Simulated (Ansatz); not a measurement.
CuCl: energy less free atoms and pressure against volume per atom

Results calculated with Ansatz 0.2.0, not measured. Periodic Kohn-Sham DFT of a crystal at fixed atoms; pressure and stress are positive in compression; the energy is the free energy less that of spherical unpolarised free atoms; site moments are those in the method's own spheres, positive along +z.

Cell of the first row (space group F-43m, No. 216):
```
CuCl
1.0
      0.0000     2.6552     2.6552
      2.6552     0.0000     2.6552
      2.6552     2.6552     0.0000
Cu Cl
1 1
Direct
  0.00000 0.00000 0.00000
  0.75000 0.75000 0.75000
```

Settings of every row: method all-electron LAPW; functional PBE; relativity scalar; k mesh 13x13x13; filling fermi-dirac; smearing width 0.05 eV; basis error target 0.25 meV/atom; nucleus gaussian.

Atom start moment: 0 on all atoms.

| row | volume per atom (Å³) | energy less free atoms (eV/atom) | pressure (GPa) |
| --- | --- | --- | --- |
| 1 | 18.72 | -3.1486 | 3.677 |
| 2 | 19.308 | -3.1584 | 1.762 |
| 3 | 19.905 | -3.1619 | 0.139 |
| 4 | 20.502 | ? | ? |
| 5 | 21.099 | -3.1531 | -2.337 |

Question: what energy less free atoms and pressure should row 4 give?

Worked fit of energy less free atoms. Take u = (V_r/V)^(2/3) − 1 with V_r = 19.607 Å³ an atom, which is twice the finite (Eulerian) strain; such expansions in the strain, on which the Birch-Murnaghan equation of state is built, carry the rest volume and the bulk modulus. The shown rows have u = 0.03134, 0.0103, -0.01001, -0.04772. Least squares give energy less free atoms = −3.1609 + 0.1719 × u + 7.028 × u² eV/atom; a straight line predicts inner rows, each left out in turn, worse (root mean square 0.0069 against 3.8e-05 eV/atom). All shown rows lie on it to the printed digit. Its lowest point lies at u = -0.0122, or V = 19.97 Å³ an atom, and the curvature there gives the bulk modulus at fixed shape and fractions, B = (4/9)(1 + u)² E″(u)/V = 48.9 GPa. The withheld row has u = -0.02932, so the fit gives −3.1609 + 0.1719 × (-0.02932) + 7.028 × (-0.02932)² = -3.1599 eV/atom.

The calculation gave -3.1598 eV/atom. The fit lies 0.0001 eV/atom (0.75 % of the column's range) below it, one unit of the last digit.

Worked fit of pressure. Take u = (V_r/V)^(2/3) − 1 with V_r = 19.607 Å³ an atom, which is twice the finite (Eulerian) strain; such expansions in the strain, on which the Birch-Murnaghan equation of state is built, carry the rest volume and the bulk modulus. The shown rows have u = 0.03134, 0.0103, -0.01001, -0.04772. Least squares give pressure = 0.9132 + 80.196 × u + 253.54 × u² GPa; a straight line predicts inner rows, each left out in turn, worse (root mean square 0.25 against 0.0082 GPa). The rows lie off it by 0.001, -0.004, 0.003, -0.001. The pressure vanishes at u = -0.0118, or V = 19.96 Å³ an atom, and there the bulk modulus at fixed shape and fractions is B = −V dP/dV = (2/3)(1 + u) dP/du = 48.9 GPa. The withheld row has u = -0.02932, so the fit gives 0.9132 + 80.196 × (-0.02932) + 253.54 × (-0.02932)² = -1.220 GPa.

The calculation gave -1.212 GPa. The fit lies 0.008 GPa (0.13 % of the column's range) below it; its largest miss of a shown row is 0.004 GPa.
